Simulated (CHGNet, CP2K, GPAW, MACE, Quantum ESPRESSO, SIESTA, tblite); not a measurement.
# How far do other methods lie from plane waves? Generalised stacking fault on (110) of BePd (80 atoms)

One geometry of generalised stacking fault on (110) of BePd (80 atoms) is solved by several programs and methods. How far do their forces lie from a plane-wave PBE run?

Results are calculated, not measured.

In doubt: a PseudoDojo file used here is known to give poor structures and forces (SIESTA), which bears on pressures, cells, forces and phonons.

## 1. The structure

The cell holds 80 atoms (40 Be and 40 Pd), with edges of 5.63, 7.96 and 19.90 Å. Recipe: CsCl-type BePd (a = 2.813 Å), cell with z along [110], 2 x 2 x 5 periods; the third cell vector is tilted by 0.250 of [001] and lengthened by 0 Å, so the cell holds one fault; displaced by a Gaussian of 0.01 Å. Then every atom was moved at random, 0.02 Å r.m.s. a Cartesian component. The density is 8.61 g/cm³.

## 2. The reference input

Quantum ESPRESSO 7.5: Kohn-Sham DFT, PBE, SSSP efficiency 1.3.0 pseudopotentials, plane waves. Its input, pw.in:

```
&control
  calculation = 'scf'
  pseudo_dir = './pseudo'
  outdir = './tmp'
  disk_io = 'none'
  tprnfor = .true.
  tstress = .true.
/
&system
  ibrav = 0
  nat = 80
  ntyp = 2
  ecutwfc = 55
  ecutrho = 440
  nosym = .true.
  occupations = 'smearing'
  smearing = 'fd'
  degauss = 0.003675
/
&electrons
  conv_thr = 4.0e-07
  electron_maxstep = 100
  mixing_beta = 0.2
  mixing_mode = 'local-TF'
  diagonalization = 'david'
/
ATOMIC_SPECIES
Be 9.012 Be.upf
Pd 106.420 Pd.upf
CELL_PARAMETERS angstrom
5.62600 0.00000 0.00000
0.00000 7.95637 0.00000
0.70325 0.00000 19.89091
ATOMIC_POSITIONS crystal
Be 0.87783 0.00250 0.99954
Pd 0.23768 0.99781 0.10060
Be 0.36842 0.00096 0.00178
Pd 0.73815 0.99774 0.09866
[... 74 atom lines left out ...]
Be 0.38927 0.75436 0.90023
Pd 0.62500 0.74864 0.99622
K_POINTS gamma
```

```console
$ OMP_NUM_THREADS=1 mpirun -np 4 pw.x -in pw.in > output.txt
```

Run time: 2.8 min. Hardware: 4 MPI ranks of Arm Neoverse V1, shared host; peak memory 2.7 GiB.

It converged with an r.m.s. force component of 0.33 eV/Å and a pressure of 7.1 GPa.

## 3. What was run beside it

- CHGNet: machine-learned potential, published weights.
- CP2K 2026.2: Gaussian basis with GTH pseudopotentials and a plane-wave density; labels give functional, basis (MOLOPT sets; SR short-range, UZH the newer set with its own potentials), grid cutoff/relative cutoff and solver (OT: orbital transformation; TRS4, TC2, SIGN: linear-scaling purification with its sparsity filter), or its built-in tight binding.
- MACE: machine-learned potential, published weights.
- SIESTA 5.4.2: numerical atomic orbitals, whose automatically made sets are far from complete, with PseudoDojo norm-conserving potentials that we converted to its format (checked against plane waves on the same files for H, C, O, Si, Ge and Ca alone); labels give functional, basis size, energy shift and mesh cutoff.
- tblite 0.8.0: extended tight binding, driven from Python.

All use the same cell and atoms, and the electronic-structure runs the same k-mesh.

## 4. Side by side

Differences are against the reference: forces as r.m.s. over components, share as that over the reference's r.m.s. force, slope as the fitted ratio of a run's forces to the reference's.

```
                                                          run  Δ force, r.m.s. (meV/Å)  share (%)  slope  Δ pressure (GPa)  cores  CPU time  memory (GiB)
                                                    reference                        -          -      -                 -      4    11 min           2.7
                                       CHGNet 0.3.0 potential                      170       52.0  0.728             -2.36      1     4.4 s           2.0
                                      CHGNet r2SCAN potential                      191       58.5  0.467             -5.94      1     4.3 s           2.0
         CP2K LDA, DZVP-MOLOPT-SR, 600/50 Ry, diagonalisation                     30.8       9.45  0.938             -14.4      4    11 min           4.8
      CP2K PBE+D3, DZVP-MOLOPT-SR, 600/50 Ry, diagonalisation                     29.8       9.12  1.042             -6.34      4    11 min           4.8
CP2K PBE, DZVP-MOLOPT-SR, 300/50 Ry, diagonalisation (coarse)                     1257        386  0.844              5.09      4   9.5 min           3.1
         CP2K PBE, DZVP-MOLOPT-SR, 600/50 Ry, diagonalisation                     22.7       6.95  1.054              1.56      4    10 min           4.7
         CP2K PBE, DZVP-MOLOPT-SR, 600/70 Ry, diagonalisation                     22.6       6.94  1.054              1.56      4    14 min           4.7
                                 MACE MP-0b3 medium potential                      162       49.7  0.957             -3.27      1       8 s           1.0
          SIESTA PBE, DZ, shift 0.01 Ry, mesh 300 Ry (coarse)                      278       85.1  1.165              10.6      2   2.7 min          0.86
                                              tblite GFN1-xTB                      187       57.2  1.165              14.7      1     8.9 s          0.15
```

Rows marked coarse were listed beforehand as settings not expected to be converged; some can still land near the reference.

Times of the machine-learned potentials are mostly Python's start and the loading of weights.

Runs without a result: GPAW PBE, LCAO dzp, h 0.2 Å (cut off at its time limit); SIESTA PBE, DZP, shift 0.01 Ry, mesh 300 Ry (stopped at the start); CP2K PBE, SZV-MOLOPT-SR, 600/50 Ry, diagonalisation (stopped at the start); SIESTA PBE, SZP, shift 0.01 Ry, mesh 300 Ry (stopped at the start); GPAW LDA, LCAO dzp, h 0.2 Å (cut off at its time limit); GPAW PBE, LCAO dzp, h 0.28 Å (cut off at its time limit); GPAW PBE, LCAO sz(dzp), h 0.2 Å (cut off at its time limit).

CPU time is summed over cores on shared hosts, so it is rough.

## 5. What came out

Forces lie from 6.9 % (CP2K PBE, DZVP-MOLOPT-SR, 600/70 Ry, diagonalisation) to 386 % (CP2K PBE, DZVP-MOLOPT-SR, 300/50 Ry, diagonalisation, coarse) of the reference's r.m.s. force of 0.33 eV/Å away from it. The PBE runs in local orbitals, coarse settings apart, differ by 6.9 % in each run; basis, grid and potentials can all enter. Tight binding differs by 57 % (tblite GFN1-xTB); it is another model, with fitted parameters of its own, and the xTB methods hold dispersion. Machine-learned potentials differ by 50 % (MACE MP-0b3 medium potential) to 59 % (CHGNet r2SCAN potential); they were trained on other programs' data, some at another functional. Among those trained on PBE data the slope goes as low as 0.73, with a correlation of 0.85, so directions differ as well as sizes.

Rows with another functional or a dispersion term differ by 9.1 % (CP2K PBE+D3, DZVP-MOLOPT-SR, 600/50 Ry, diagonalisation) to 9.4 % (CP2K LDA, DZVP-MOLOPT-SR, 600/50 Ry, diagonalisation), which mixes the change of model with differences of basis and potentials. Runs with settings chosen to be coarse differ by 85 % (SIESTA PBE, DZ, shift 0.01 Ry, mesh 300 Ry) to 386 % (CP2K PBE, DZVP-MOLOPT-SR, 300/50 Ry, diagonalisation), their programs' other errors included. From CP2K PBE, DZVP-MOLOPT-SR, 300/50 Ry, diagonalisation to the finer CP2K PBE, DZVP-MOLOPT-SR, 600/70 Ry, diagonalisation the share falls from 386 to 6.9 %. Pressures at PBE, coarse settings apart, lie +1.56 GPa from the reference's.

**Limits.** Periodic xTB results under one method name differ between programs and library versions. The reference's pressure holds the uncorrected Pulay stress of its 55 Ry basis, so small pressure differences may be the reference's own error. A potential file of the SIESTA runs is in doubt, which bears on their forces and pressure. Machine-learned potentials mimic data converged in k, so the reference's own k-point error enters their differences. The cell is under 6 Å thick along one periodic direction, so every atom has periodic images of itself close by, which move with it. The reference's stress is far from hydrostatic: its diagonal is 15.5, 0.6, 5.1 GPa, compression counted positive. The host structure and its lattice constant were typed by rule, without a check against the phase diagram. The electronic-structure runs sample only Γ, in a cell whose shortest periodic width is 6 Å, which is coarse for a cell with partly filled levels. The reference's pressure of 7.1 GPa reflects the volume that the recipe set, positions that aren't this level's minimum and the coarse k-sampling. Spin–orbit coupling is left out. Where levels are smeared, the DFT runs use Fermi–Dirac occupations at 580 K (0.05 eV), and energies are free energies. The atoms were displaced at random, and shares hang on the size of the forces that this gives. The reference's cutoffs and mesh weren't converged further here.

[Logs are printed without paths, hosts, clocks, repeated set-up lines and the standing remarks that a program may print on its own settings, such as how far it seeks lower states.]

[Hosts, paths, dates, database ids (printed as entryN), source tags and the programs' standing remarks are cut or masked in the printed files.]

[Cells were taken only where this reference lay near another plane-wave run.]
